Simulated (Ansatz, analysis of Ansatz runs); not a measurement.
## Migration in LaOF (R-3m): H transfer from O to F, charge +1

Wanted: path and barrier of a jump of H in LaOF (R-3m) at charge +1. The case: H transfer from O to F, in a cell of 36 host atoms with 1 H put in.

Main program and level: Ansatz 0.2.0; plane-wave PAW DFT, PBEsol; relaxation of all atoms of a defect supercell at fixed charge in a uniform background.

## 1. Starting point

The cell holds 37 atoms: 12 La, 12 O, 12 F and 1 H. Cell: a = 8.026 Å, b = 12.040 Å, c = 7.079 Å, α = 73.5°, β = 73.5°, γ = 60.0°. It derives from LaOF (space group R-3m). Nearest the centre at fractional (0.878, 0.417, 0.739): H37 at 0.46 Å, F11 at 1.43 Å, O27 at 1.46 Å, La26 at 2.02 Å, La20 at 2.02 Å, F30 at 3.09 Å, F24 at 3.09 Å, O9 at 3.18 Å. The cell carries charge +1.

The cell's shortest repeat is 7.1 Å.

## 2. Relaxation of the start point, charge +1

A barrier is counted from a minimum, so both ends are relaxed first. Small random displacements break the symmetry of the ideal sites, so that the defect can distort if it gains by it. The charge of +1 is set by the electron count, and a uniform background keeps the cell neutral.

Contents of qp1.start/input.yaml:

```yaml
crystal:
  lattice:
    - [-4.01323028, 6.95111875, 0.0]
    - [-12.03969085, 0.0, 0.0]
    - [-2.00661514, 1.15851979, 6.68937332]
  atoms:
    - { symbol: La, position: [0.12912111, 0.08608074, 0.22527337] }
    - { symbol: La, position: [0.37087889, 0.2472526, 0.77472663] }
    - { symbol: O, position: [0.1884472, 0.12563147, 0.86931681] }
    - { symbol: O, position: [0.3115528, 0.20770187, 0.13068319] }
    - { symbol: F, position: [0.06449263, 0.04299509, 0.6130442] }
    - { symbol: F, position: [0.43550737, 0.29033824, 0.3869558] }
    - { symbol: La, position: [0.12912111, 0.41941407, 0.22527337] }
    - { symbol: La, position: [0.37087889, 0.58058593, 0.77472663] }
    - { symbol: O, position: [0.1884472, 0.4589648, 0.86931681] }
    - { symbol: O, position: [0.3115528, 0.5410352, 0.13068319] }
    - { symbol: F, position: [0.06449263, 0.37632842, 0.6130442] }
    - { symbol: F, position: [0.43550737, 0.62367158, 0.3869558] }
    - { symbol: La, position: [0.12912111, 0.7527474, 0.22527337] }
    - { symbol: La, position: [0.37087889, 0.91391926, 0.77472663] }
    - { symbol: O, position: [0.1884472, 0.79229813, 0.86931681] }
    - { symbol: O, position: [0.3115528, 0.87436853, 0.13068319] }
    - { symbol: F, position: [0.06449263, 0.70966176, 0.6130442] }
    - { symbol: F, position: [0.43550737, 0.95700491, 0.3869558] }
    - { symbol: La, position: [0.62912111, 0.08608074, 0.22527337] }
    - { symbol: La, position: [0.87087889, 0.2472526, 0.77472663] }
    - { symbol: O, position: [0.6884472, 0.12563147, 0.86931681] }
    - { symbol: O, position: [0.8115528, 0.20770187, 0.13068319] }
    - { symbol: F, position: [0.56449263, 0.04299509, 0.6130442] }
    - { symbol: F, position: [0.93550737, 0.29033824, 0.3869558] }
    - { symbol: La, position: [0.62912111, 0.41941407, 0.22527337] }
    - { symbol: La, position: [0.87087889, 0.58058593, 0.77472663] }
    - { symbol: O, position: [0.6884472, 0.4589648, 0.86931681] }
    - { symbol: O, position: [0.8115528, 0.5410352, 0.13068319] }
    - { symbol: F, position: [0.56449263, 0.37632842, 0.6130442] }
    - { symbol: F, position: [0.93550737, 0.62367158, 0.3869558] }
    - { symbol: La, position: [0.62912111, 0.7527474, 0.22527337] }
    - { symbol: La, position: [0.87087889, 0.91391926, 0.77472663] }
    - { symbol: O, position: [0.6884472, 0.79229813, 0.86931681] }
    - { symbol: O, position: [0.8115528, 0.87436853, 0.13068319] }
    - { symbol: F, position: [0.56449263, 0.70966176, 0.6130442] }
    - { symbol: F, position: [0.93550737, 0.95700491, 0.3869558] }
    - { symbol: H, position: [0.818278, 0.430606, 0.779808] }
total_charge: 1
basis:
  ecutwfc: 420
  xc_grid: 2
hamiltonian:
  xc: pbesol
kpoints:
  mp_grid: { grid: [1, 1, 1], shift: [0.25, 0.25, 0.25] }
scf:
  occupations: { method: fixed }
  max_iter: 100
output:
  forces: true
relax:
  f_tol: 0.02
  max_steps: 70
  random_displacement: { amplitude: 0.03, seed: 4400 }
```

Run with:

```
$ ansatz run input.yaml --threads 4 --pin off --max-ram 7536MiB --backend cpu --events-out ev --progress --plain --runs-dir out
```

Numbers of over 12 decimals in the logs are rounded to 6 here.

The program printed:

```text
[... repeated set-up lines and file paths are left out, and long positions are rounded to six places ...]
The last accepted step is kept in <dir> (removed where the run ends without a failure and the disk answers)
Engine: ansatz 0.2.0, x86_64-unknown-linux-gnu
Pseudopotentials: kind: paw
Pseudopotential: La, paw, valence charge 11, recommended cutoff 420 eV (normal), La.paw.azcp
Pseudopotential: O, paw, valence charge 6, recommended cutoff 420 eV (normal), O.paw.azcp
Pseudopotential: F, paw, valence charge 7, recommended cutoff 420 eV (normal), F.paw.azcp
Pseudopotential: H, paw, valence charge 1, recommended cutoff 420 eV (normal), H.paw.azcp
Functional definition: PBEsol
  exchange = pbesol_x
  correlation = pbesol_c
Crystal: 37 atoms, lattice volume = 559.829 Å³
Basis set: ecut = 420 eV, 10937 PW (Γ), exchange–correlation on 108×162×96 points (8 copies of the dense FFT grid, shifted against one another)
Bands: 181, of which v1, the nominal top of the filled ones, is band 144 counted from 1 (143 counted from 0)
Symmetry: 1 space group operations
k-points: 1
Non-local potential: La, projectors of the file, l = 0: 3, l = 1: 2, l = 2: 2, l = 3: 3
Non-local potential: O, projectors of the file, l = 0: 2, l = 1: 2, l = 2: 1
Non-local potential: F, projectors of the file, l = 0: 2, l = 1: 2, l = 2: 1
Non-local potential: H, projectors of the file, l = 0: 2, l = 1: 1
PAW form: soft (Blöchl's): semilocal exchange-correlation on the pseudo side does not see the compensation charge
PAW frozen core: La, regenerated for the run's functional, and the local potential with it (the file was generated under x = pbe(κ = 0.804, μ = 0.219515), c = pbe(β = 0.066725))
PAW frozen core: O, regenerated for the run's functional, and the local potential with it (the file was generated under x = pbe(κ = 0.804, μ = 0.219515), c = pbe(β = 0.066725))
PAW frozen core: F, regenerated for the run's functional, and the local potential with it (the file was generated under x = pbe(κ = 0.804, μ = 0.219515), c = pbe(β = 0.066725))
PAW one-centre angular grid: La, 590 points (default); XC on 64 Gauss nodes
PAW one-centre angular grid: O, 110 points (default); XC on 64 Gauss nodes
PAW one-centre angular grid: F, 110 points (default); XC on 64 Gauss nodes
PAW one-centre angular grid: H, 110 points (default); XC on 64 Gauss nodes
Initial density: superposition of atomic densities (neutral atoms scaled as one to the charged cell's electrons: chi_scale 0, normalization atom), corrected by the library's trained network
Initial wavefunctions: pseudopotential atomic-orbital guess
Functional: x = pbesol(κ = 0.804, μ = 0.123457), c = pbesol(β = 0.046)
SCF iter   1: F=—  HF=-90370.542639 eV  |F-HF|=—  |Δ(HF+E_count)|=         —  Δρ=9.15e-3  dr2=5.02e-1  ethr=1.77e-3  ⟨swp⟩=7.0  Hψ=640  notcnv=0  defer=35
preconditioner: auto → Resta (q_TF=auto, 2.442 Å⁻¹)  ε∞=4.7  [insulator: Δε(μ)=3.843 eV  Ē_g=13.287 eV  n_scr=134 (ndim 8)  ℏωp=25.5 eV  f_vac=0.067  ε∞_Penn≈4.7]
SCF iter   2: F=—  HF=-90370.450950 eV  |F-HF|=—  |Δ(HF+E_count)|=   9.17e-2  Δρ=3.69e-3  dr2=6.20e-2  ethr=1.74e-4  ⟨swp⟩=4.0  Hψ=393  notcnv=0  defer=35
SCF iter   3: F=—  HF=-90370.440003 eV  |F-HF|=—  |Δ(HF+E_count)|=   1.09e-2  Δρ=1.19e-3  dr2=1.33e-2  ethr=2.15e-5  ⟨swp⟩=3.0  Hψ=285  notcnv=0  defer=35
SCF iter   4: F=—  HF=-90370.438197 eV  |F-HF|=—  |Δ(HF+E_count)|=   1.81e-3  Δρ=6.39e-4  dr2=2.16e-3  ethr=4.63e-6  ⟨swp⟩=4.0  Hψ=347  notcnv=0  defer=35
SCF iter   5: F=—  HF=-90370.438220 eV  |F-HF|=—  |Δ(HF+E_count)|=   2.29e-5  Δρ=1.57e-4  dr2=1.44e-4  ethr=7.51e-7  ⟨swp⟩=3.0  Hψ=377  notcnv=0  defer=35
SCF iter   6: F=—  HF=-90370.438252 eV  |F-HF|=—  |Δ(HF+E_count)|=   3.12e-5  Δρ=6.08e-5  dr2=1.88e-5  ethr=4.99e-8  ⟨swp⟩=2.0  Hψ=336  notcnv=0  defer=35
SCF iter   7: F=-90370.438252 eV  HF=-90370.438256 eV  |F-HF|=4.63e-6  |Δ(HF+E_count)|=   4.83e-6  Δρ=4.12e-5  dr2=8.26e-6  ethr=3.47e-9  ⟨swp⟩=5.0  Hψ=613  notcnv=0
SCF 1 converged in 7 iterations: F = -90370.438252 eV  dr2 = 8.26e-6
  greatest PAW one-centre occupation: 0.973 electrons in one spin orbital (limit 2), on the La atom at site 0 (counted from 0), in its partial waves of l = 0
relax step   1: F+E_penalty+E_count = -90370.43825176 eV  Δ(F+E_penalty+E_count) = +0.000e0 eV  max|allowed force component| = 4.650e0 eV/Å  Δτ_max = 0.0000 Å  (7 SCF iters, dr2 threshold 1.00e-5 eV, accepted)
[... the SCF cycles and remarks between the steps are left out from here to the last step ...]
relax step   2: F+E_penalty+E_count = -90371.64085777 eV  Δ(F+E_penalty+E_count) = -1.203e0 eV  max|allowed force component| = 5.863e-1 eV/Å  Δτ_max = 0.1949 Å  (6 SCF iters, dr2 threshold 1.00e-4 eV, accepted)
relax step   3: F+E_penalty+E_count = -90371.85904533 eV  Δ(F+E_penalty+E_count) = -2.182e-1 eV  max|allowed force component| = 4.529e-1 eV/Å  Δτ_max = 0.1317 Å  (6 SCF iters, dr2 threshold 2.15e-5 eV, accepted)
relax step   4: F+E_penalty+E_count = -90371.92598768 eV  Δ(F+E_penalty+E_count) = -6.694e-2 eV  max|allowed force component| = 3.803e-1 eV/Å  Δτ_max = 0.1774 Å  (6 SCF iters, dr2 threshold 1.28e-5 eV, accepted)
relax step   5: F+E_penalty+E_count = -90371.96339786 eV  Δ(F+E_penalty+E_count) = -3.741e-2 eV  max|allowed force component| = 3.427e-1 eV/Å  Δτ_max = 0.1272 Å  (6 SCF iters, dr2 threshold 8.63e-5 eV, accepted)
relax step   6: F+E_penalty+E_count = -90372.00137937 eV  Δ(F+E_penalty+E_count) = -3.798e-2 eV  max|allowed force component| = 4.447e-1 eV/Å  Δτ_max = 0.1955 Å  (6 SCF iters, dr2 threshold 8.28e-5 eV, accepted)
relax step   7: F+E_penalty+E_count = -90372.04741565 eV  Δ(F+E_penalty+E_count) = -4.604e-2 eV  max|allowed force component| = 1.341e-1 eV/Å  Δτ_max = 0.2000 Å  (6 SCF iters, dr2 threshold 1.00e-4 eV, accepted)
relax step   8: F+E_penalty+E_count = -90372.06620474 eV  Δ(F+E_penalty+E_count) = -1.879e-2 eV  max|allowed force component| = 2.598e-1 eV/Å  Δτ_max = 0.1732 Å  (7 SCF iters, dr2 threshold 1.64e-6 eV, accepted)
relax step   9: F+E_penalty+E_count = -90372.07185569 eV  Δ(F+E_penalty+E_count) = -5.651e-3 eV  max|allowed force component| = 9.776e-2 eV/Å  Δτ_max = 0.0221 Å  (5 SCF iters, dr2 threshold 6.14e-6 eV, accepted)
relax step  10: F+E_penalty+E_count = -90372.07246169 eV  Δ(F+E_penalty+E_count) = -6.060e-4 eV  max|allowed force component| = 3.525e-2 eV/Å  Δτ_max = 0.0111 Å  (5 SCF iters, dr2 threshold 1.35e-6 eV, accepted)
SCF iter   1: F=—  HF=-90372.072158 eV  |F-HF|=—  |Δ(HF+E_count)|=         —  Δρ=1.78e-4  dr2=1.05e-4  ethr=4.40e-7  ⟨swp⟩=2.0  Hψ=325  notcnv=0  defer=35
SCF iter   2: F=—  HF=-90372.072128 eV  |F-HF|=—  |Δ(HF+E_count)|=   3.00e-5  Δρ=8.84e-5  dr2=2.81e-5  ethr=3.66e-8  ⟨swp⟩=2.0  Hψ=279  notcnv=0  defer=32
SCF iter   3: F=—  HF=-90372.072522 eV  |F-HF|=—  |Δ(HF+E_count)|=   3.94e-4  Δρ=3.37e-5  dr2=5.06e-6  ethr=9.74e-9  ⟨swp⟩=3.0  Hψ=275  notcnv=0  defer=31
SCF iter   4: F=—  HF=-90372.072521 eV  |F-HF|=—  |Δ(HF+E_count)|=   1.06e-6  Δρ=9.15e-6  dr2=3.52e-7  ethr=1.76e-9  ⟨swp⟩=3.0  Hψ=272  notcnv=0  defer=31
SCF iter   5: F=—  HF=-90372.072521 eV  |F-HF|=—  |Δ(HF+E_count)|=   2.56e-8  Δρ=5.35e-6  dr2=1.39e-7  ethr=3.47e-11  ⟨swp⟩=5.0  Hψ=628  notcnv=0
SCF iter   6: F=-90372.072521 eV  HF=-90372.072521 eV  |F-HF|=4.07e-9  |Δ(HF+E_count)|=   1.98e-8  Δρ=1.23e-6  dr2=7.00e-9  ethr=3.47e-11  ⟨swp⟩=5.0  Hψ=570  notcnv=0
SCF 11 converged in 6 iterations: F = -90372.072521 eV  dr2 = 7.00e-9
relax step  11: F+E_penalty+E_count = -90372.07252091 eV  Δ(F+E_penalty+E_count) = -5.921e-5 eV  max|allowed force component| = 9.287e-3 eV/Å  Δτ_max = 0.0021 Å  (6 SCF iters, accepted)
SCF converged after 6 iterations
Free energy (F): -90372.072521 eV
Harris-Foulkes:  -90372.072521 eV  (|F-HF|=4.07e-9)
Internal energy: -90372.072521 eV  (E = F + TS)
E sigma→0 (E₀):  -90372.072521 eV
Fermi energy:    8.396166 eV
--- Per-component energies (eV) ---
  E_band       = -471.709652
  E_kinetic    = 6901.454640
  E_local      = -14428.121554  (includes V_loc(G=0)·N_el)
  E_nonlocal   = 2638.418270
  E_hartree    = 5277.719920
  E_xc         = -3497.349966
  E_vxc        = -4130.880406  (∫ρ·V_xc dr)
  E_paw        = -68103.078702  (= ΣΔE_a)
  E_vpaw       = -2008.072486  (= ΣTr[D̂ρ^β])
  E_aug_tail   = 0.052069  (compensation charges beyond the density's cutoff)
  E_ewald      = -19164.134077
  E_core_change = 2.966880  (= ΣΔE_core)
  E_smearing   = -0.000000  (= −TS)
  E_closure    = 0.000000  (closes the sum)
  E_deformation_potential = 18.988447  (in the stress; not in F)
  Σ components = -90372.072521   (vs F -90372.072521, Δ=0.00e0)
--- Forces (eV/Å), atoms counted from 1 ---
  atom   1  La     0.00060179     0.00013593     0.00109228
  atom   2  La     0.00036782    -0.00017611    -0.00091674
  atom   3  O     -0.00411244     0.00225838    -0.00032956
  atom   4  O      0.00215251    -0.00296057    -0.00014807
  atom   5  F      0.00052310    -0.00118620    -0.00068202
  atom   6  F     -0.00013656     0.00061717     0.00015489
  atom   7  La    -0.00145541     0.00036298     0.00064043
  atom   8  La    -0.00140440     0.00074902     0.00086110
  atom   9  O      0.00020394     0.00200324    -0.00098200
  atom  10  O      0.00150573    -0.00210869     0.00201653
  atom  11  F      0.00031717     0.00307780    -0.00135969
  atom  12  F     -0.00092685    -0.00017292     0.00113286
  atom  13  La     0.00014794     0.00078358     0.00015700
  atom  14  La     0.00246990     0.00070084     0.00030633
  atom  15  O     -0.00164849     0.00341249    -0.00083616
  atom  16  O      0.00166102    -0.00460471    -0.00010364
  atom  17  F      0.00052588    -0.00059947    -0.00078601
  atom  18  F     -0.00095126     0.00032311    -0.00039296
  atom  19  La     0.00111965     0.00109829     0.00058843
  atom  20  La    -0.00131927    -0.00107009     0.00050650
  atom  21  O     -0.00186090     0.00132172    -0.00106370
  atom  22  O      0.00092283    -0.00203734    -0.00005214
  atom  23  F     -0.00030495    -0.00079321    -0.00021147
  atom  24  F     -0.00034979     0.00235213     0.00047943
  atom  25  La    -0.00038221    -0.00051484    -0.00403458
  atom  26  La     0.00030046    -0.00151817    -0.00082064
  atom  27  O     -0.00042146     0.00077154     0.00928708
  atom  28  O      0.00229507    -0.00065236    -0.00103512
  atom  29  F      0.00430678    -0.00261491     0.00147000
  atom  30  F     -0.00023902     0.00144364     0.00090969
  atom  31  La    -0.00150305    -0.00018280    -0.00004912
  atom  32  La     0.00162377     0.00011477     0.00115860
  atom  33  O     -0.00108690     0.00302966    -0.00027859
  atom  34  O      0.00049216    -0.00239544    -0.00076862
  atom  35  F     -0.00227224    -0.00239268    -0.00023133
  atom  36  F     -0.00130184     0.00054710     0.00029427
  atom  37  H      0.00013668     0.00087583    -0.00595200
  max |Σ_I F_I| component: 2.13e-5 eV/Å
--- Relaxed structure (11 steps of the walk, 11 accepted, 0 SCFs on fresh bases) ---
  F+E_penalty+E_count = -90372.07252091 eV   max|allowed force component| = 9.287e-3 eV/Å
  atoms:
    - { symbol: La, position: [0.134348, 0.083558, 0.227786] }
    - { symbol: La, position: [0.373134, 0.246275, 0.777684] }
    - { symbol: O, position: [0.195610, 0.120570, 0.871733] }
    - { symbol: O, position: [0.314162, 0.207710, 0.132583] }
    - { symbol: F, position: [0.071932, 0.037427, 0.615221] }
    - { symbol: F, position: [0.436904, 0.290343, 0.392605] }
    - { symbol: La, position: [0.133113, 0.416732, 0.230430] }
    - { symbol: La, position: [0.353704, 0.588249, 0.776640] }
    - { symbol: O, position: [0.189767, 0.460436, 0.871937] }
    - { symbol: O, position: [0.323068, 0.538189, 0.128570] }
    - { symbol: F, position: [0.061221, 0.376084, 0.619221] }
    - { symbol: F, position: [0.437016, 0.621968, 0.392717] }
    - { symbol: La, position: [0.131634, 0.753135, 0.226155] }
    - { symbol: La, position: [0.378626, 0.909910, 0.776820] }
    - { symbol: O, position: [0.187599, 0.792333, 0.871824] }
    - { symbol: O, position: [0.316981, 0.871831, 0.132789] }
    - { symbol: F, position: [0.064096, 0.712511, 0.613302] }
    - { symbol: F, position: [0.439100, 0.954882, 0.390076] }
    - { symbol: La, position: [0.631133, 0.084595, 0.230392] }
    - { symbol: La, position: [0.888270, 0.229150, 0.776850] }
    - { symbol: O, position: [0.690784, 0.123834, 0.871876] }
    - { symbol: O, position: [0.813443, 0.210977, 0.128618] }
    - { symbol: F, position: [0.566539, 0.042343, 0.616016] }
    - { symbol: F, position: [0.939538, 0.287488, 0.392115] }
    - { symbol: La, position: [0.630875, 0.416345, 0.237971] }
    - { symbol: La, position: [0.882320, 0.586478, 0.776842] }
    - { symbol: O, position: [0.696434, 0.459230, 0.843575] }
    - { symbol: O, position: [0.812404, 0.537150, 0.130364] }
    - { symbol: F, position: [0.572181, 0.377022, 0.612538] }
    - { symbol: F, position: [0.941248, 0.621059, 0.388615] }
    - { symbol: La, position: [0.631571, 0.751576, 0.230336] }
    - { symbol: La, position: [0.869346, 0.915422, 0.777870] }
    - { symbol: O, position: [0.693929, 0.790732, 0.873212] }
    - { symbol: O, position: [0.813345, 0.874002, 0.134645] }
    - { symbol: F, position: [0.572144, 0.702984, 0.618671] }
    - { symbol: F, position: [0.937885, 0.957955, 0.387053] }
    - { symbol: H, position: [0.722057, 0.473630, 0.697076] }
```

The job ended after 16 s (4 threads of AMD EPYC 9R45, shared host; peak memory 0.97 GiB).

Relaxation path:

```csv
step,energy less that of the first step (eV),largest force component (eV/Å)
1,0.0000,4.6505
2,-1.2026,0.5863
3,-1.4208,0.4529
4,-1.4877,0.3803
5,-1.5251,0.3427
6,-1.5631,0.4447
7,-1.6092,0.1341
8,-1.6280,0.2598
9,-1.6336,0.0978
10,-1.6342,0.0352
11,-1.6343,0.0093
```

The atoms that moved most (Å, from the sites as typed, ahead of the random displacement, the mean shift of all atoms taken out):

```csv
atom,dx,dy,dz,length
H37,0.035,-0.770,-0.552,0.948
La20,0.145,0.118,0.015,0.187
O27,0.017,0.020,-0.171,0.173
La26,-0.120,0.077,0.015,0.144
La8,-0.027,-0.122,0.014,0.126
La25,0.005,0.022,0.086,0.089
F35,0.039,0.054,0.039,0.077
O10,-0.007,0.072,-0.013,0.074
```

The relaxed structure:

```xyz
37
Lattice="-4.0132 6.9511 0.0000 -12.0397 0.0000 0.0000 -2.0066 1.1585 6.6894" Properties=species:S:1:pos:R:3 pbc="T T T"
La   -2.0023    1.1978    1.5237
La   -6.0231    3.4947    5.2022
O    -3.9859    2.3696    5.8313
O    -4.0276    2.3374    0.8869
F    -1.9738    1.2128    4.1154
F    -6.0368    3.4918    2.6263
La   -6.0139    1.1922    1.5414
La  -10.0602    3.3584    5.1952
O    -8.0547    2.3292    5.8327
O    -8.0342    2.3946    0.8601
F    -6.0162    1.1429    4.1422
F   -10.0302    3.4927    2.6270
La  -10.0496    1.1770    1.5128
La  -14.0333    3.5318    5.1964
O   -12.0417    2.3140    5.8320
O   -12.0351    2.3572    0.8883
F   -10.0663    1.1561    4.1026
F   -14.0414    3.5041    2.6094
La   -4.0137    4.6540    1.5412
La   -7.8826    7.0745    5.1966
O    -6.0127    5.8118    5.8323
O    -6.0627    5.8033    0.8604
F    -4.0196    4.6517    4.1208
F    -8.0187    6.9851    2.6230
La   -8.0220    4.6610    1.5919
La  -12.1608    7.0331    5.1966
O   -10.0167    5.8183    5.6430
O    -9.9891    5.7981    0.8721
F    -8.0647    4.6869    4.0975
F   -12.0346    6.9929    2.5996
La  -12.0456    4.6570    1.5408
La  -16.0712    6.9441    5.2035
O   -14.0573    5.8352    5.8412
O   -14.0570    5.8096    0.9007
F   -12.0013    4.6938    4.1385
F   -16.0741    6.9678    2.5891
H    -9.9989    5.8267    4.6630
```

Neighbours of H37 at the end:

```csv
atom,distance (Å)
O27,0.980
F29,2.315
F11,2.327
F35,2.360
La20,2.514
La8,2.526
La26,2.533
F24,3.070
F12,3.097
F30,3.124
```

Numbers from this step:

```
free energy                                                                                       : -90372.0725 eV
r.m.s. move of the farther half of the atoms                                                      : 0.02821 Å
largest move from the ideal geometry of this structure, a common shift of the far atoms taken out : 0.9744 Å
```

The relaxation gained 1.634 eV and ended with a largest force component of 0.0093 eV/Å.

[end of part 1 of 2]

[Logs are printed without paths, hosts, clocks, repeated set-up lines and the standing remarks that a program may print on its own settings, such as how far it seeks lower states.]

[Hosts, paths, dates, database ids (printed as entryN), source tags and the programs' standing remarks are cut or masked in the printed files.]
